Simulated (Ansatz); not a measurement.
# Te2Mo: from a guess to a relaxed structure

Aim: relax a trial structure of Te2Mo and see where it ends.

Method: DFT PBE, scalar-relativistic, plane waves, PAW, in Ansatz 0.2.0.

**1. The structure to begin with**

It takes space group Fm-3m (No. 225, cubic). The conventional cell has a = 6.989 Å, b = 6.989 Å, c = 6.989 Å, α = 90.00°, β = 90.00°, γ = 90.00°. Te (site symmetry -43m) is surrounded by 4 Mo at 3.03 Å. Mo (site symmetry m-3m) has 8 Te at 3.03 Å as nearest neighbours.

Structure file:

```
CELL_PARAMETERS angstrom
0.00000 3.49461 3.49461
3.49461 0.00000 3.49461
3.49461 3.49461 0.00000
ATOMIC_POSITIONS crystal
Te 0.25000 0.25000 0.25000
Te 0.75000 0.75000 0.75000
Mo 0.00000 0.00000 0.00000
```

A structure generator made this guess: random cell by space group and Wyckoff sites (Fm-3m, No. 225). Lengths come from tabulated atomic sizes and are only a guess.

**2. The guess as it stands, on a coarse mesh**

Contents of input.yaml:

```yaml
crystal:
  lattice:
    - [0.0, 3.49461445, 3.49461445]
    - [3.49461445, 0.0, 3.49461445]
    - [3.49461445, 3.49461445, 0.0]
  atoms:
    - { symbol: Te, position: [0.25, 0.25, 0.25] }
    - { symbol: Te, position: [0.75, 0.75, 0.75] }
    - { symbol: Mo, position: [0.0, 0.0, 0.0] }
basis:
  ecutwfc: 420
kpoints:
  mp_grid: { grid: [4, 4, 4] }
hamiltonian:
  xc: pbe
scf:
  occupations: { method: gaussian, width: 0.1 }
  lower_state_search: "off"
output:
  forces: true
  stress: true
  eigenvalues: true
```

Started as:

```console
ansatz run input.yaml --threads 1 --pin off --max-ram 2048MiB --backend cpu --events-out ev --progress --plain --runs-dir out
```

Output, cut to the lines that bear on the results:

```text
Warning: RAYON_NUM_THREADS=1 ignored (pool sized by the plan → 1); use --threads N
[...]
Pseudopotentials: kind: paw
Pseudopotential: Te, paw, valence charge 16, recommended cutoff 420 eV (normal), Te.paw.azcp
Pseudopotential: Mo, paw, valence charge 14, recommended cutoff 420 eV (normal), Mo.paw.azcp
Functional definition: PBE
[...]
Crystal: 3 atoms, lattice volume = 85.355 Å³
Basis set: ecut = 420 eV, 1687 PW (Γ), exchange–correlation on 72×72×72 points (8 copies of the dense FFT grid, shifted against one another)
Bands: 28, of which v1, the nominal top of the filled ones, is band 23 counted from 1 (22 counted from 0)
Symmetry: 48 space group operations
Space group: Fm-3m (ITA 225), of the structure as read, at distance tolerance 4.4e-5 Å
k-points: 8 of 64
[...]
SCF iter   1: F=—  HF=-18914.821670 eV  |F-HF|=—  |Δ(HF+E_count)|=         —  Δρ=6.13e-3  dr2=3.20e-2  ethr=1.77e-3  ⟨swp⟩=5.5  Hψ=901  notcnv=0
[...]
SCF iter   7: F=-18914.822806 eV  HF=-18914.822806 eV  |F-HF|=9.24e-10  |Δ(HF+E_count)|=   1.36e-7  Δρ=3.07e-6  dr2=8.14e-9  ethr=2.17e-10  ⟨swp⟩=6.8  Hψ=936  notcnv=0
[...]
SCF converged after 7 iterations
Free energy (F): -18914.822806 eV
[...]
E sigma→0 (E₀):  -18914.804816 eV
Entropy (-TS):   -0.035979 eV (-11.993 meV/atom)
Fermi energy:    10.584295 eV
[...]
--- Forces (eV/Å), atoms counted from 1 ---
  atom   1  Te    -0.00000000     0.00000000     0.00000000
  atom   2  Te    -0.00000000    -0.00000000    -0.00000000
  atom   3  Mo    -0.00000000     0.00000000    -0.00000000
[...]
--- Stress (GPa, compression-positive) ---
       -9.045321       0.000000      -0.000000
        0.000000      -9.045321      -0.000000
       -0.000000      -0.000000      -9.045321
  P = ⅓ Tr σ = -9.0453 GPa (-90.453 kbar)
--- Band table (eV; the first three rows and the last of 8) ---
[...]
```

It took 0.92 s on 1 thread of Intel Xeon 6975P-C (Granite Rapids), shared host; peak memory 0.37 GiB.

Read-out: pressure -9.0 GPa, largest force 0.00 eV/Å, gap on this mesh none (metal). A cheap, loose relaxation comes first.

**3. Rough relaxation on the coarse mesh**

input.yaml: that of step 2 with these lines changed.

```diff
@@ -22 +22,6 @@
   eigenvalues: true
+relax:
+  adjacent_minimum: "off"
+  f_tol: 0.04
+  max_steps: 70
+  cell: { stress_tol: 0.4 }
```

Started as:

```console
ansatz run input.yaml --threads 1 --pin off --max-ram 2048MiB --backend cpu --events-out ev --progress --plain --runs-dir out
```

Output:

```text
Warning: RAYON_NUM_THREADS=1 ignored (pool sized by the plan → 1); use --threads N
Engine: ansatz 0.2.0, x86_64-unknown-linux-gnu
[... 4 set-up lines as earlier in the session ...]
  parameter kappa = 0.804
  parameter beta = 0.06672455060314922
  exchange = pbe_x(kappa = kappa, mu = beta*pi^2/3)
  correlation = pbe_c(beta = beta)
Crystal: 3 atoms, lattice volume = 85.355 Å³
Basis set: ecut = 420 eV, 1687 PW (Γ), exchange–correlation on 72×72×72 points (8 copies of the dense FFT grid, shifted against one another)
Bands: 28, of which v1, the nominal top of the filled ones, is band 23 counted from 1 (22 counted from 0)
[... 2 set-up lines as earlier in the session ...]
k-points: 8 of 64
Non-local potential: Te, projectors of the file, l = 0: 2, l = 1: 2, l = 2: 2, l = 3: 2
Non-local potential: Mo, projectors of the file, l = 0: 3, l = 1: 2, l = 2: 2, l = 3: 1
PAW form: soft (Blöchl's): semilocal exchange-correlation on the pseudo side does not see the compensation charge
PAW one-centre angular grid: Te, 590 points (default); XC on 64 Gauss nodes
PAW one-centre angular grid: Mo, 590 points (default); XC on 64 Gauss nodes
Initial density: superposition of atomic densities (neutral atoms: chi_scale 0, normalization atom), corrected by the library's trained network
Initial wavefunctions: pseudopotential atomic-orbital guess
Functional: x = pbe(κ = 0.804, μ = 0.2195149727645171), c = pbe(β = 0.06672455060314922)
SCF iter   1: F=—  HF=-18914.821670 eV  |F-HF|=—  |Δ(HF+E_count)|=         —  Δρ=6.13e-3  dr2=3.20e-2  ethr=1.77e-3  ⟨swp⟩=5.5  Hψ=901  notcnv=0
preconditioner: auto → LDOS  [metal: Δε(μ)=0.049 eV  Ē_g=6.447 eV  σ=0.100 eV  W_gap=0.27  n_scr=14 (ndim 8)  ℏωp=17.1 eV  f_vac=0.059  D(μ)=7.64/eV (n_scr^D=112)  β→1.0]
SCF iter   2: F=—  HF=-18914.822890 eV  |F-HF|=—  |Δ(HF+E_count)|=   1.22e-3  Δρ=1.62e-3  dr2=1.71e-3  ethr=6.95e-5  ⟨swp⟩=2.1  Hψ=348  notcnv=0  defer=1
SCF iter   3: F=—  HF=-18914.823132 eV  |F-HF|=—  |Δ(HF+E_count)|=   2.42e-4  Δρ=1.01e-3  dr2=2.29e-3  ethr=3.73e-6  ⟨swp⟩=2.0  Hψ=400  notcnv=0  defer=1
SCF iter   4: F=—  HF=-18914.822801 eV  |F-HF|=—  |Δ(HF+E_count)|=   3.31e-4  Δρ=2.73e-4  dr2=8.54e-5  ethr=3.73e-6  ⟨swp⟩=2.1  Hψ=406  notcnv=0  defer=1
SCF iter   5: F=—  HF=-18914.822807 eV  |F-HF|=—  |Δ(HF+E_count)|=   5.43e-6  Δρ=9.97e-5  dr2=1.63e-5  ethr=1.86e-7  ⟨swp⟩=1.1  Hψ=223  notcnv=0  defer=1
SCF iter   6: F=—  HF=-18914.822805 eV  |F-HF|=—  |Δ(HF+E_count)|=   1.34e-6  Δρ=1.76e-5  dr2=1.84e-7  ethr=3.54e-8  ⟨swp⟩=1.9  Hψ=240  notcnv=0  defer=1
SCF iter   7: F=-18914.822806 eV  HF=-18914.822806 eV  |F-HF|=9.79e-10  |Δ(HF+E_count)|=   1.37e-7  Δρ=3.07e-6  dr2=8.06e-9  ethr=2.17e-10  ⟨swp⟩=6.8  Hψ=935  notcnv=0
SCF 1 converged in 7 iterations: F = -18914.822806 eV  dr2 = 8.06e-9
relax step   1: F+E_penalty+E_count = -18914.82280553 eV  Δ(F+E_penalty+E_count) = +0.000e0 eV  max|allowed force component| = 2.168e-19 eV/Å  Δτ_max = 0.0000 Å  P = -9.045 GPa  Ω = 85.355 Å³  (7 SCF iters, dr2 threshold 1.00e-7 eV, accepted)
Crystal: 3 atoms, lattice volume = 73.470 Å³
Basis set: ecut = 420 eV, 1459 PW (Γ), exchange–correlation on 72×72×72 points (8 copies of the dense FFT grid, shifted against one another)
Initial density: handed on by an earlier stage of this run
Initial wavefunctions: those handed on with the density
iter 1 solved again at ethr=3.24e-4 eV; its pass at ethr=3.10e-3 eV (dr2=1.49e-1 eV) is discarded
SCF iter   1: F=—  HF=-18915.193446 eV  |F-HF|=—  |Δ(HF+E_count)|=         —  Δρ=8.79e-3  dr2=1.47e-1  ethr=3.24e-4  ⟨swp⟩=1.1  Hψ=1187  notcnv=0
preconditioner: auto → LDOS  [insulator: Δε(μ)=0.138 eV  Ē_g=7.191 eV  σ=0.100 eV  W_gap=0.63  n_scr=14 (ndim 8)  ℏωp=18.4 eV  f_vac=0.034  D(μ)=4.25/eV (n_scr^D=50)  ε∞_Penn≈7.5  β→1.0]
SCF iter   2: F=—  HF=-18915.174282 eV  |F-HF|=—  |Δ(HF+E_count)|=   1.92e-2  Δρ=3.56e-3  dr2=5.09e-3  ethr=3.19e-4  ⟨swp⟩=2.0  Hψ=282  notcnv=0
SCF iter   3: F=—  HF=-18915.175174 eV  |F-HF|=—  |Δ(HF+E_count)|=   8.91e-4  Δρ=1.19e-3  dr2=2.37e-3  ethr=1.11e-5  ⟨swp⟩=2.1  Hψ=294  notcnv=0
SCF iter   4: F=—  HF=-18915.175007 eV  |F-HF|=—  |Δ(HF+E_count)|=   1.67e-4  Δρ=4.27e-4  dr2=3.52e-4  ethr=5.14e-6  ⟨swp⟩=1.9  Hψ=234  notcnv=0
SCF iter   5: F=—  HF=-18915.174962 eV  |F-HF|=—  |Δ(HF+E_count)|=   4.46e-5  Δρ=1.45e-4  dr2=3.84e-5  ethr=7.65e-7  ⟨swp⟩=1.0  Hψ=224  notcnv=0
SCF iter   6: F=—  HF=-18915.174953 eV  |F-HF|=—  |Δ(HF+E_count)|=   8.92e-6  Δρ=2.06e-5  dr2=6.03e-7  ethr=8.34e-8  ⟨swp⟩=1.8  Hψ=236  notcnv=0
SCF iter   7: F=-18915.174953 eV  HF=-18915.174953 eV  |F-HF|=2.20e-9  |Δ(HF+E_count)|=   3.51e-8  Δρ=2.12e-6  dr2=4.47e-9  ethr=6.52e-10  ⟨swp⟩=6.2  Hψ=891  notcnv=0
SCF 2 converged in 7 iterations: F = -18915.174953 eV  dr2 = 4.47e-9
relax step   2: F+E_penalty+E_count = -18915.17495346 eV  Δ(F+E_penalty+E_count) = -3.521e-1 eV  max|allowed force component| = 4.819e-18 eV/Å  Δτ_max = 0.0000 Å  P = +1.099 GPa  Ω = 73.470 Å³  energy of the carried Pulay correction = +1.998e-3 eV  (7 SCF iters, dr2 threshold 3.00e-7 eV, accepted)
Crystal: 3 atoms, lattice volume = 74.595 Å³
iter 1 solved again at ethr=5.88e-6 eV; its pass at ethr=3.10e-3 eV (dr2=2.71e-3 eV) is discarded
SCF iter   1: F=—  HF=-18915.177901 eV  |F-HF|=—  |Δ(HF+E_count)|=         —  Δρ=1.16e-3  dr2=2.66e-3  ethr=5.88e-6  ⟨swp⟩=1.2  Hψ=1079  notcnv=0
preconditioner: auto → LDOS  [insulator: Δε(μ)=0.105 eV  Ē_g=7.145 eV  σ=0.100 eV  W_gap=0.53  n_scr=14 (ndim 8)  ℏωp=18.2 eV  f_vac=0.043  D(μ)=5.18/eV (n_scr^D=58)  ε∞_Penn≈7.5  β→1.0]
SCF iter   2: F=—  HF=-18915.177544 eV  |F-HF|=—  |Δ(HF+E_count)|=   3.56e-4  Δρ=5.48e-4  dr2=1.22e-4  ethr=5.79e-6  ⟨swp⟩=2.0  Hψ=244  notcnv=0
SCF iter   3: F=—  HF=-18915.177563 eV  |F-HF|=—  |Δ(HF+E_count)|=   1.85e-5  Δρ=1.99e-4  dr2=6.66e-5  ethr=2.66e-7  ⟨swp⟩=2.2  Hψ=321  notcnv=0
SCF iter   4: F=—  HF=-18915.177558 eV  |F-HF|=—  |Δ(HF+E_count)|=   4.69e-6  Δρ=7.07e-5  dr2=8.50e-6  ethr=1.45e-7  ⟨swp⟩=1.8  Hψ=232  notcnv=0
SCF iter   5: F=—  HF=-18915.177557 eV  |F-HF|=—  |Δ(HF+E_count)|=   1.26e-6  Δρ=1.94e-5  dr2=6.67e-7  ethr=1.85e-8  ⟨swp⟩=1.5  Hψ=247  notcnv=0
SCF iter   6: F=-18915.177557 eV  HF=-18915.177557 eV  |F-HF|=1.31e-8  |Δ(HF+E_count)|=   5.46e-8  Δρ=3.52e-6  dr2=1.63e-8  ethr=6.52e-10  ⟨swp⟩=6.0  Hψ=882  notcnv=0
SCF 3 converged in 6 iterations: F = -18915.177557 eV  dr2 = 1.63e-8
relax step   3: F+E_penalty+E_count = -18915.17755682 eV  Δ(F+E_penalty+E_count) = -2.603e-3 eV  max|allowed force component| = 4.337e-18 eV/Å  Δτ_max = 0.0000 Å  P = -0.282 GPa  Ω = 74.595 Å³  energy of the carried Pulay correction = +1.796e-3 eV  (6 SCF iters, dr2 threshold 3.00e-7 eV, accepted)
Basis set: ecut = 420 eV, 1459 PW (Γ), exchange–correlation on 64×64×64 points (8 copies of the dense FFT grid, shifted against one another)
Initial wavefunctions: pseudopotential atomic-orbital guess (no wavefunctions were taken with the density)
iter 1 solved again at ethr=2.32e-8 eV; its pass at ethr=3.10e-3 eV (dr2=1.07e-5 eV) is discarded
SCF iter   1: F=—  HF=-18915.175769 eV  |F-HF|=—  |Δ(HF+E_count)|=         —  Δρ=1.53e-4  dr2=2.33e-6  ethr=2.32e-8  ⟨swp⟩=4.4  Hψ=1658  notcnv=0
preconditioner: auto → LDOS  [insulator: Δε(μ)=0.111 eV  Ē_g=7.140 eV  σ=0.100 eV  W_gap=0.55  n_scr=14 (ndim 8)  ℏωp=18.2 eV  f_vac=0.042  D(μ)=5.07/eV (n_scr^D=58)  ε∞_Penn≈7.5  β→1.0]
SCF iter   2: F=—  HF=-18915.175769 eV  |F-HF|=—  |Δ(HF+E_count)|=   1.39e-7  Δρ=3.10e-5  dr2=5.86e-7  ethr=5.06e-9  ⟨swp⟩=2.0  Hψ=407  notcnv=0
SCF iter   3: F=—  HF=-18915.175769 eV  |F-HF|=—  |Δ(HF+E_count)|=   4.22e-7  Δρ=6.92e-6  dr2=3.93e-8  ethr=1.27e-9  ⟨swp⟩=2.0  Hψ=389  notcnv=0
SCF iter   4: F=-18915.175769 eV  HF=-18915.175769 eV  |F-HF|=5.97e-10  |Δ(HF+E_count)|=   1.04e-8  Δρ=1.19e-6  dr2=7.85e-10  ethr=4.17e-12  ⟨swp⟩=5.0  Hψ=1064  notcnv=0
SCF 4 converged in 4 iterations: F = -18915.175769 eV  dr2 = 7.85e-10
relax step   4: F+E_penalty+E_count = -18915.17576871 eV  Δ(F+E_penalty+E_count) = +1.788e-3 eV  max|allowed force component| = 7.710e-19 eV/Å  Δτ_max = 0.0000 Å  P = -0.285 GPa  Ω = 74.595 Å³  stress off target by 2.85e-1 GPa  SCF on the basis re-selected at this cell (its energy is not comparable with the rows above)  (4 SCF iters)
basis re-selected at this cell: Δ(F+E_penalty+E_count) = +1.788e-3 eV, ΔP = -0.003 GPa vs the last step (what re-selecting the basis moved, of the pressure what is left beyond the Pulay correction that the steps carried, after the strain that the cell walked since its last selection, with what the two solves' SCF thresholds leave and, on support functions, any second-order correction that the steps lacked; it is no measure of the basis error at this ecutwfc). The dense FFT grid was sized anew with the basis: this SCF ran on 32×32×32 points, the steps before it on 36×36×36, so part of this shift can come from that change (see relax.cell in the input reference). This SCF's stress stands 2.85e-1 GPa from its target on what of the cell is left free (relax.cell.stress_tol is 4.00e-1 GPa) and its largest allowed force component is 7.71e-19 eV/Å (relax.f_tol is 4.00e-2 eV/Å): within both
SCF converged after 4 iterations
Free energy (F): -18915.175769 eV
Harris-Foulkes:  -18915.175769 eV  (|F-HF|=5.97e-10)
Internal energy: -18915.150405 eV  (E = F + TS)
E sigma→0 (E₀):  -18915.163087 eV
Entropy (-TS):   -0.025364 eV (-8.455 meV/atom)
Fermi energy:    12.787825 eV
--- Per-component energies (eV) ---
  E_band       = -562.823565
  E_kinetic    = 803.532612
  E_local      = -3274.382438  (includes V_loc(G=0)·N_el)
  E_nonlocal   = -475.482190
  E_hartree    = 1862.893394
  E_xc         = -431.874668
  E_vxc        = -437.133782  (∫ρ·V_xc dr)
  E_paw        = -12526.994056  (= ΣΔE_a)
  E_vpaw       = -905.142053  (= ΣTr[D̂ρ^β])
  E_aug_tail   = -0.000435  (compensation charges beyond the density's cutoff)
  E_ewald      = -4872.842624
  E_smearing   = -0.025364  (= −TS)
  E_closure    = 0.000000  (closes the sum)
  Σ components = -18915.175769   (vs F -18915.175769, Δ=0.00e0)
--- Forces (eV/Å), atoms counted from 1 ---
  atom   1  Te     0.00000000    -0.00000000     0.00000000
  atom   2  Te     0.00000000    -0.00000000    -0.00000000
  atom   3  Mo     0.00000000    -0.00000000    -0.00000000
  max |Σ_I F_I| component: 1.30e-18 eV/Å
--- Stress (GPa, compression-positive) ---
       -0.284754      -0.000000      -0.000000
       -0.000000      -0.284754       0.000000
       -0.000000       0.000000      -0.284754
  P = ⅓ Tr σ = -0.2848 GPa (-2.848 kbar)
--- Band table (eV; the first three rows and the last of 8) ---
  k-point 0: bands = ["-47.7357", "-24.2632", "-24.2632", "-24.2579", "-24.2579", "-24.2579", "-24.2279", "-24.2279", "-24.2279", "-24.2055", "-24.2055", "-21.8327", "-21.8327", "-21.8327", "-0.6394", "3.7927", "8.0395", "8.0395", "8.0395", "12.1677", "12.1677", "13.0618", "13.0618", "13.0618", "16.0024", "16.0024", "16.0024", "16.3854"]
  k-point 1: bands = ["-47.7356", "-24.2557", "-24.2557", "-24.2524", "-24.2524", "-24.2484", "-24.2319", "-24.2311", "-24.2311", "-24.2140", "-24.2140", "-21.8436", "-21.8348", "-21.8348", "-0.1257", "2.7598", "8.3918", "8.3918", "9.3904", "11.0730", "11.0730", "11.1645", "13.1131", "13.1131", "14.2048", "15.6498", "15.6498", "17.9483"]
  k-point 2: bands = ["-47.7355", "-24.2461", "-24.2461", "-24.2374", "-24.2373", "-24.2371", "-24.2371", "-24.2344", "-24.2344", "-24.2343", "-24.2343", "-21.8545", "-21.8368", "-21.8368", "1.0186", "1.3460", "8.8861", "8.8861", "9.6726", "10.4136", "10.4136", "10.6196", "12.4277", "12.4277", "14.0687", "15.9789", "15.9789", "19.0875"]
  k-point 7: bands = ["-47.7355", "-24.2503", "-24.2503", "-24.2484", "-24.2423", "-24.2402", "-24.2402", "-24.2323", "-24.2314", "-24.2189", "-24.2189", "-21.8481", "-21.8481", "-21.8420", "1.4486", "1.4486", "6.9610", "7.3103", "9.8815", "9.8815", "11.2435", "12.5577", "13.0443", "14.4430", "14.4430", "14.6670", "17.1571", "17.7132"]
--- Relaxed structure (3 steps of the walk, 3 accepted, 1 SCFs on fresh bases) ---
  F+E_penalty+E_count = -18915.17576871 eV   max|allowed force component| = 7.710e-19 eV/Å   (the final SCF, on the basis selected at the relaxed cell)
  cell:  # Å, volume = 74.5953 Å³
    - [-1.7833802115134567e-33, 3.3411331313957726, 3.3411331313957726]
    - [3.3411331313957726, -8.789516756744892e-34, 3.3411331313957726]
    - [3.3411331313957726, 3.3411331313957726, -8.025210951810555e-34]
  atoms:
    - { symbol: Te, position: [0.25, 0.25, 0.25] }
    - { symbol: Te, position: [0.75, 0.75, 0.75] }
    - { symbol: Mo, position: [-9.024905644957586e-34, 9.897861154900608e-34, 8.29080495718799e-34] }
```

Run time: 4 s. Hardware: 1 thread of Intel Xeon 6975P-C (Granite Rapids), shared host; peak memory 0.39 GiB.

Relaxation path:

```csv
step,E - E(step 1) (eV/cell),largest force component (eV/Å),pressure (GPa),volume (Å³)
1,0.0000,0.0000,-9.05,85.35
2,-0.3521,0.0000,1.10,73.47
3,-0.3548,0.0000,-0.28,74.60
4,-0.3530,0.0000,-0.28,74.60
```

Step 1 is the start. Step 4 repeats the geometry before it on a plane-wave basis chosen anew for that cell, so its energy need not be comparable with the rows above.

Lengths and angles in the start's conventional setting:

|  | before | after | change |
| --- | --- | --- | --- |
| a (Å) | 6.989 | 6.682 | -4.4 % |
| b (Å) | 6.989 | 6.682 | -4.4 % |
| c (Å) | 6.989 | 6.682 | -4.4 % |
| volume (Å³/atom) | 28.45 | 24.87 | -12.6 % |
| shortest distance (Å) | 3.026 | 2.894 | -4.4 % |
| space group (0.01 Å) | Fm-3m | Fm-3m | same |

The run keeps the 48 symmetry operations of the start, so it could not have lowered the symmetry.

**4. Spin check on a coarse mesh**

Contents of input.yaml:

```yaml
crystal:
  lattice:
    - [0.0, 3.3411331314, 3.3411331314]
    - [3.3411331314, 0.0, 3.3411331314]
    - [3.3411331314, 3.3411331314, 0.0]
  atoms:
    - { symbol: Te, position: [0.25, 0.25, 0.25] }
    - { symbol: Te, position: [0.75, 0.75, 0.75] }
    - { symbol: Mo, position: [0.0, 0.0, 0.0], spin: 1.0 }
basis:
  ecutwfc: 420
kpoints:
  mp_grid: { grid: [4, 4, 4] }
hamiltonian:
  xc: pbe
scf:
  occupations: { method: gaussian, width: 0.1 }
  lower_state_search: "off"
output:
  forces: true
  stress: true
  eigenvalues: true
  populations: true
magnetization:
  spin_polarized: true
```

Started as:

```console
ansatz run input.yaml --threads 1 --pin off --max-ram 2048MiB --backend cpu --events-out ev --progress --plain --runs-dir out
```

Output, cut to the lines that bear on the results:

```text
[...]
SCF converged after 14 iterations
Magnetization: 1.6542 μB (23.8271 up, 22.1729 down)
Absolute magnetization: 1.8363 μB (∫|ρ↑−ρ↓|, with the PAW one-centre terms)
Spin contamination: 0.0349 ħ² per cell (⟨S²⟩ above its minimum at these occupations)
Per-site moments (μB) at R_I (Å): [(-0.019409395668458777, 1.1935712948025283), (-0.0194093956684588, 1.1935712948025283), (1.307243571247124, 1.1935712948025283)]
Free energy (F): -18915.321768 eV
[...]
E sigma→0 (E₀):  -18915.316873 eV
Entropy (-TS):   -0.009789 eV (-3.263 meV/atom)
Fermi energy:    13.057291 eV
[...]
--- Forces (eV/Å), atoms counted from 1 ---
  atom   1  Te     0.00000000     0.00000000    -0.00000000
  atom   2  Te    -0.00000000     0.00000000     0.00000000
  atom   3  Mo    -0.00000000     0.00000000     0.00000000
[...]
--- Stress (GPa, compression-positive) ---
        2.646414       0.000000      -0.000000
        0.000000       2.646414       0.000000
       -0.000000       0.000000       2.646414
  P = ⅓ Tr σ = 2.6464 GPa (26.464 kbar)
--- Band table (eV; the first three rows and the last of 16) ---
[...]
--- Löwdin populations: 3 sites ---
  site symbol       q [e]    m [muB]
     0     Te     15.8780    -0.0359
     1     Te     15.8780    -0.0359
     2     Mo     14.0196     1.6715
  spilling = 0.004880 (of n_electrons = 46.000000)
```

Wall time 2.2 s (1 thread of Intel Xeon 6975P-C (Granite Rapids), shared host); peak memory 0.36 GiB.

By site:

```tsv
atom	moment in the atom's sphere (μB)	Löwdin electrons
Te1	-0.02	15.88
Te2	-0.02	15.88
Mo3	1.31	14.02
```

The Löwdin counts miss 0.22 of the 46 electrons, which the atomic orbitals do not span, so they are no charges.

The same cell is solved with trial moments on Mo. The largest site moment that stays is 1.31 μB and the cell's total 1.65 μB. The workflow keeps spin only above 0.25 μB on a site, so spin is kept from here on.

(Part 1 of 2 ends here.)
